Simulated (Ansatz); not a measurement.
# C: computed DOS

```yaml
crystal:
  lattice:
    - [1.77556, 0.00000, 0.00000]
    - [0.00000, 1.77556, 0.00000]
    - [0.00000, 0.00000, 1.77556]
  atoms:
    - { symbol: C, position: [0.00000, 0.00000, 0.00000] }
```

The conventional cell has a = 1.776 Å, b = 1.776 Å, c = 1.776 Å, α = 90.00°, β = 90.00°, γ = 90.00°. C (atom 1) has 6 C at 1.78 Å as nearest neighbours.

The structure comes from a relaxation in the same program, started in the sc type, and has space group Pm-3m. Whether it is a known phase or the ground state wasn't checked.

Method: DFT, PBE, all-electron LAPW, scalar-relativistic in Ansatz 0.2.0.

Sampling and basis: a Γ-centred 15×15×15 k mesh, Fermi–Dirac smearing of 0.03 eV, basis error target 1 meV/atom, no spin polarisation.

States per eV and cell, averaged over 0.4 eV, from -5.8 to 3.6 eV, with energies (bin centres) from the Fermi level; empty bins are left out. 

```
E (eV)  total
  -5.7   0.34
  -5.3   0.32
  -4.9   0.31
  -4.5   0.29
  -4.1   0.27
  -3.7   0.26
  -3.3   0.25
  -2.9   0.23
  -2.5   0.22
  -2.1   0.22
  -1.7   0.22
  -1.3   0.20
  -0.9   0.22
  -0.5   0.24
  -0.1   0.26
   0.3   0.26
   0.7   0.24
   1.1   0.25
   1.5   0.29
   1.9   0.25
   2.3   0.24
   2.7   0.23
   3.1   0.25
   3.5   0.22
```
